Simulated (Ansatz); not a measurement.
**ZnO: O vacancy**

Method: DFT r2SCAN, scalar-relativistic, plane waves, PAW in Ansatz 0.2.0. (500 eV cutoff, 2×2×2 k-mesh, shifted by half a step, Gaussian smearing of 0.01 eV, no spin polarisation)

Host crystal, relaxed:

```
Zn O
1.0
     3.23487    0.00000    0.00000
    -1.61743    2.80148    0.00000
     0.00000    0.00000    5.21231
Zn O
2 2
Direct
  0.66667 0.33333 0.50043
  0.33333 0.66667 0.00043
  0.66667 0.33333 0.87988
  0.33333 0.66667 0.37988
```

Supercell of 36 atoms, rows in host cell vectors: 2 1 1; -1 1 1; -1 -2 1. Atoms relax at the host's cell from a start displaced at random by 0.06 Å near the defect, so other minima may exist. The cell is small, so energies carry finite-size errors of tenths of an eV. The host's Kohn–Sham gap is 1.24 eV. Atoms are taken from and returned to the elements' standard states. Charged cells are corrected for image charges with the computed static dielectric tensor (mean 9.1) and aligned with the host's potential at far atoms (alignment terms reach 0.77 eV; the program doubts the alignment in some charges, where it is up to 0.77 eV). No band-filling term is added, and the Fermi level counts from the host's valence band top.

Defect: O vacancy set at (0.667, 0.333, 0.880) of the host cell. Before relaxation its nearest neighbours are 3 Zn at 1.97 Å, 1 Zn at 1.98 Å.

| charge | E_f at the valence band top (eV) | over the neutral state (eV) | moment (μB) | largest move (Å) | atoms near the site |
| --- | --- | --- | --- | --- | --- |
| +2 | 2.69 | -1.48 | 0.00 | 0.50 | 2 Zn at 2.34 Å, 1 Zn at 2.35 Å, 1 Zn at 2.48 Å |
| 0 | 4.18 | 0.00 | 0.00 | 0.22 | 1 Zn at 1.75 Å, 3 Zn at 1.78 Å |

Among the charges computed the stable one is +2 at the valence band top, changing to 0 at 0.74 eV.

Cost: 3 runs of about 28 core-minutes in all, on Intel Xeon Processor @ 2.70GHz (shared hosts).